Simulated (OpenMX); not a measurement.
# Pb (Fm-3m) in OpenMX: further runs, part 2 of 2

OpenMX 3.8.5. The steps go on from the part before.

## 3. Single point, LDA, 30.32 Å³/atom

Contents of Pb.dat:

```
System.CurrrentDirectory             ./
System.Name                          Pb
DATA.PATH                            ./DFT_DATA13
level.of.stdout                      1
level.of.fileout                     0
Species.Number                       1
<Definition.of.Atomic.Species
  Pb  Pb8.0-s3p2d2f1         Pb_CA13
Definition.of.Atomic.Species>

Atoms.Number                         1
Atoms.SpeciesAndCoordinates.Unit     FRAC
<Atoms.SpeciesAndCoordinates
    1  Pb    0.0000000000    0.0000000000    0.0000000000   7.000  7.000
Atoms.SpeciesAndCoordinates>

Atoms.UnitVectors.Unit               Ang
<Atoms.UnitVectors
     0.0000000000    2.4750200000    2.4750200000
     2.4750200000    0.0000000000    2.4750200000
     2.4750200000    2.4750200000    0.0000000000
Atoms.UnitVectors>

scf.XcType                           LDA
scf.SpinPolarization                 off
scf.ElectronicTemperature            580.226
scf.energycutoff                     500.0
scf.maxIter                          100
scf.EigenvalueSolver                 band
scf.Kgrid                            9 9 9
scf.Mixing.Type                      rmm-diisk
scf.Init.Mixing.Weight               0.05
scf.Min.Mixing.Weight                0.001
scf.Max.Mixing.Weight                0.3
scf.Mixing.History                   25
scf.Mixing.StartPulay                8
scf.criterion                        1.0e-8
MD.Type                              nomd
```

Potentials or basis: OpenMX 2013 LDA set, Pb8.0-s3p2d2f1, fixed grid of 40 × 40 × 40 points.

Started as:

```
openmx Pb.dat -nt 1 > Pb.std
```

Pb.out:

```text
Required cutoff energy (Ryd) for 3D-grids = 500.0000
      Used cutoff energy (Ryd) for 3D-grids = 541.4095, 541.4095, 541.4095
  Num. of grids of a-, b-, and c-axes = 40, 40, 40

  Num.Grid1.    40
  Num.Grid2.    40
  Num.Grid3.    40

  Cell_Volume =    204.626860495027 (Bohr^3)
  GridVol     =      0.003197294695 (Bohr^3)
  Cell vectors (bohr) of the grid cell (gtv)
    gtv_a =  0.000000000000,  0.116927740406,  0.116927740406
    gtv_b =  0.116927740406,  0.000000000000,  0.116927740406
    gtv_c =  0.116927740406,  0.116927740406,  0.000000000000
    |gtv_a| =  0.165360796300
    |gtv_b| =  0.165360796300
    |gtv_c| =  0.165360796300

***********************************************************

***********************************************************
                  SCF history at MD= 1
***********************************************************

   SCF=   1  NormRD=  1.000000000000  Uele= -8.840640809014
   SCF=   2  NormRD=  0.416505836609  Uele= -8.864690681358
   SCF=   3  NormRD=  0.381346325622  Uele= -8.889735777741
   SCF=   4  NormRD=  0.222879628248  Uele= -9.003271824401
   SCF=   5  NormRD=  0.131846580601  Uele= -9.068090210454
   SCF=   6  NormRD=  0.079026319368  Uele= -9.105197814753
   SCF=   7  NormRD=  0.048089960581  Uele= -9.126470750858
[... 147 lines left out ...]
  py          0    0.327975061  0.327975061   0.655950122   0.000000000
  pz          0    0.327974189  0.327974189   0.655948378   0.000000000
   sum over m      0.983925144  0.983925144   1.967850288   0.000000000
  px          1   -0.003544761 -0.003544761  -0.007089523   0.000000000
  py          1   -0.003544741 -0.003544741  -0.007089482   0.000000000
  pz          1   -0.003544785 -0.003544785  -0.007089570   0.000000000
   sum over m     -0.010634287 -0.010634287  -0.021268575   0.000000000
   sum over m+mul  0.973290857  0.973290857   1.946581713   0.000000000
  d3z^2-r^2   0    1.000141635  1.000141635   2.000283270   0.000000000
  dx^2-y^2    0    1.000141634  1.000141634   2.000283268   0.000000000
  dxy         0    0.999909893  0.999909893   1.999819786   0.000000000
  dxz         0    0.999909892  0.999909892   1.999819783   0.000000000
  dyz         0    0.999909888  0.999909888   1.999819775   0.000000000
   sum over m      5.000012941  5.000012941  10.000025882   0.000000000
  d3z^2-r^2   1    0.017618206  0.017618206   0.035236413   0.000000000
  dx^2-y^2    1    0.017618023  0.017618023   0.035236045   0.000000000
  dxy         1    0.023433849  0.023433849   0.046867699   0.000000000
  dxz         1    0.023433673  0.023433673   0.046867345   0.000000000
  dyz         1    0.023433768  0.023433768   0.046867535   0.000000000
   sum over m      0.105537519  0.105537519   0.211075038   0.000000000
   sum over m+mul  5.105550460  5.105550460  10.211100920   0.000000000
  f5z^2-3r^2  0   -0.000908513 -0.000908513  -0.001817026   0.000000000
  f5xz^2-xr^2 0   -0.000878697 -0.000878697  -0.001757394   0.000000000
  f5yz^2-yr^2 0   -0.000878697 -0.000878697  -0.001757394   0.000000000
  fzx^2-zy^2  0   -0.000860808 -0.000860808  -0.001721616   0.000000000
  fxyz        0   -0.000715548 -0.000715548  -0.001431097   0.000000000
  fx^3-3*xy^2 0   -0.000890624 -0.000890624  -0.001781248   0.000000000
  f3yx^2-y^3  0   -0.000890622 -0.000890622  -0.001781244   0.000000000
   sum over m     -0.006023509 -0.006023509  -0.012047019   0.000000000
   sum over m+mul -0.006023509 -0.006023509  -0.012047019   0.000000000

***********************************************************
       xyz-coordinates (Ang) and forces (Hartree/Bohr)
***********************************************************

<coordinates.forces
  1
    1    Pb     0.00000   0.00000   0.00000  -0.000000000001  0.000000000000  0.000000000000
coordinates.forces>

***********************************************************
       Fractional coordinates of the final structure
***********************************************************

     1     Pb     0.00000000000000   0.00000000000000   0.00000000000000
```

Wall time 62 s (1 thread of Arm Neoverse V2, shared host); peak memory 1.1 GiB.

Results:

| Quantity | Value |
| --- | --- |
| Free energy | -1763.9863 eV |
| Band gap on the k mesh | none (metal or under the smearing width) |

Caveat: the basis has few d functions beyond the semicore shells, which can make volumes several per cent too large; the basis of atomic orbitals isn't converged, which shifts pressures, moduli and gaps.

## 4. Single point, LDA, 29.72 Å³/atom (volume scaled by 0.98)

Pb.dat: that of step 3 with these lines changed.

```diff
@@ -18,5 +18,5 @@
 <Atoms.UnitVectors
-     0.0000000000    2.4750200000    2.4750200000
-     2.4750200000    0.0000000000    2.4750200000
-     2.4750200000    2.4750200000    0.0000000000
+     0.0000000000    2.4584086270    2.4584086270
+     2.4584086270    0.0000000000    2.4584086270
+     2.4584086270    2.4584086270    0.0000000000
 Atoms.UnitVectors>
@@ -26,3 +26,2 @@
 scf.ElectronicTemperature            580.226
-scf.energycutoff                     500.0
 scf.maxIter                          100
@@ -38 +37,3 @@
 MD.Type                              nomd
+scf.Ngrid                            40 40 40
+scf.energycutoff                     500.0
```

Started as:

```
openmx Pb.dat -nt 1 > Pb.std
```

Run time: 63 s. Hardware: 1 thread of Arm Neoverse V2, shared host; peak memory 1.1 GiB.

It converged, with:

| Quantity | Value |
| --- | --- |
| Free energy | -1763.9916 eV |
| Band gap on the k mesh | none (metal or under the smearing width) |

Caveat: the basis has few d functions beyond the semicore shells, which can make volumes several per cent too large; the basis of atomic orbitals isn't converged, which shifts pressures, moduli and gaps.

## 5. Single point, LDA, 30.93 Å³/atom (volume scaled by 1.02)

Pb.dat: that of step 4 with these lines changed.

```diff
@@ -18,5 +18,5 @@
 <Atoms.UnitVectors
-     0.0000000000    2.4584086270    2.4584086270
-     2.4584086270    0.0000000000    2.4584086270
-     2.4584086270    2.4584086270    0.0000000000
+     0.0000000000    2.4914113386    2.4914113386
+     2.4914113386    0.0000000000    2.4914113386
+     2.4914113386    2.4914113386    0.0000000000
 Atoms.UnitVectors>
```

Started as:

```
openmx Pb.dat -nt 1 > Pb.std
```

Run time: 60 s. Hardware: 1 thread of Arm Neoverse V2, shared host; peak memory 1.1 GiB.

The run converged. Its results:

| Quantity | Value |
| --- | --- |
| Free energy | -1763.9776 eV |
| Band gap on the k mesh | none (metal or under the smearing width) |

Caveat: the basis has few d functions beyond the semicore shells, which can make volumes several per cent too large; the basis of atomic orbitals isn't converged, which shifts pressures, moduli and gaps.

## 6. Single point, LDA, 29.11 Å³/atom (volume scaled by 0.96)

Pb.dat: that of step 5 with these lines changed.

```diff
@@ -18,5 +18,5 @@
 <Atoms.UnitVectors
-     0.0000000000    2.4914113386    2.4914113386
-     2.4914113386    0.0000000000    2.4914113386
-     2.4914113386    2.4914113386    0.0000000000
+     0.0000000000    2.4415696833    2.4415696833
+     2.4415696833    0.0000000000    2.4415696833
+     2.4415696833    2.4415696833    0.0000000000
 Atoms.UnitVectors>
```

Potentials or basis: OpenMX 2013 LDA set, Pb8.0-s3p2d2f1, fixed grid of 40 × 40 × 40 points.

Started as:

```
openmx Pb.dat -nt 1 > Pb.std
```

Wall time 68 s (1 thread of Arm Neoverse V2, shared host); peak memory 1.2 GiB.

Results (log left out):

```
Free energy            : -1763.9931 eV
Band gap on the k mesh : none (metal or under the smearing width)
```

Caveat: the basis has few d functions beyond the semicore shells, which can make volumes several per cent too large; the basis of atomic orbitals isn't converged, which shifts pressures, moduli and gaps.

## 7. Single point, LDA, 31.54 Å³/atom (volume scaled by 1.04)

Pb.dat: that of step 6 with these lines changed.

```diff
@@ -18,5 +18,5 @@
 <Atoms.UnitVectors
-     0.0000000000    2.4415696833    2.4415696833
-     2.4415696833    0.0000000000    2.4415696833
-     2.4415696833    2.4415696833    0.0000000000
+     0.0000000000    2.5075897876    2.5075897876
+     2.5075897876    0.0000000000    2.5075897876
+     2.5075897876    2.5075897876    0.0000000000
 Atoms.UnitVectors>
```

Started as:

```
openmx Pb.dat -nt 1 > Pb.std
```

Run time: 59 s. Hardware: 1 thread of Arm Neoverse V2, shared host; peak memory 1.1 GiB.

The run converged. Its results:

```
Free energy            : -1763.9659 eV
Band gap on the k mesh : none (metal or under the smearing width)
```

Caveat: the basis has few d functions beyond the semicore shells, which can make volumes several per cent too large; the basis of atomic orbitals isn't converged, which shifts pressures, moduli and gaps.

## 8. Single point, LDA, 28.50 Å³/atom (volume scaled by 0.94)

Pb.dat: that of step 7 with these lines changed.

```diff
@@ -18,5 +18,5 @@
 <Atoms.UnitVectors
-     0.0000000000    2.5075897876    2.5075897876
-     2.5075897876    0.0000000000    2.5075897876
-     2.5075897876    2.5075897876    0.0000000000
+     0.0000000000    2.4244952108    2.4244952108
+     2.4244952108    0.0000000000    2.4244952108
+     2.4244952108    2.4244952108    0.0000000000
 Atoms.UnitVectors>
```

Started as:

```
openmx Pb.dat -nt 1 > Pb.std
```

It took 70 s on 1 thread of Arm Neoverse V2, shared host; peak memory 1.2 GiB.

It converged, with:

```yaml
Free_energy: -1763.9901 eV
Band_gap_on_the_k_mesh: none (metal or under the smearing width)
```

Caveat: the basis has few d functions beyond the semicore shells, which can make volumes several per cent too large; the basis of atomic orbitals isn't converged, which shifts pressures, moduli and gaps.

## 9. Single point, LDA, 32.14 Å³/atom (volume scaled by 1.06)

Pb.dat: that of step 8 with these lines changed.

```diff
@@ -18,5 +18,5 @@
 <Atoms.UnitVectors
-     0.0000000000    2.4244952108    2.4244952108
-     2.4244952108    0.0000000000    2.4244952108
-     2.4244952108    2.4244952108    0.0000000000
+     0.0000000000    2.5235621278    2.5235621278
+     2.5235621278    0.0000000000    2.5235621278
+     2.5235621278    2.5235621278    0.0000000000
 Atoms.UnitVectors>
```

Potentials or basis: OpenMX 2013 LDA set, Pb8.0-s3p2d2f1, fixed grid of 40 × 40 × 40 points.

Started as:

```
openmx Pb.dat -nt 1 > Pb.std
```

It took 59 s on 1 thread of Arm Neoverse V2, shared host; peak memory 1.1 GiB.

The run converged. Its results:

| Property | Result |
| --- | --- |
| Free energy | -1763.9515 eV |
| Band gap on the k mesh | none (metal or under the smearing width) |

Caveat: the basis has few d functions beyond the semicore shells, which can make volumes several per cent too large; the basis of atomic orbitals isn't converged, which shifts pressures, moduli and gaps.

## 10. Equation of state, LDA

This step only gathers the single runs of the series.

Results (log left out):

| Property | Result |
| --- | --- |
| Equilibrium volume | 29.20 Å³/atom |
| Bulk modulus | 55 GPa |
| Pressure derivative of the bulk modulus | 5.1 |

Energy against volume, from the lowest point:
| volume (Å³/atom) | energy (meV/atom) |
| --- | --- |
| 28.503 | 3.00 |
| 29.110 | 0.00 |
| 29.716 | 1.47 |
| 30.323 | 6.74 |
| 30.929 | 15.50 |
| 31.535 | 27.20 |
| 32.142 | 41.61 |

Caveat: the basis has few d functions beyond the semicore shells, which can make volumes several per cent too large; volumes in these bases differ from converged ones by about 1 %, for some elements by several; the basis of atomic orbitals isn't converged, which shifts pressures, moduli and gaps. Zero-point motion and thermal expansion aren't in these numbers.
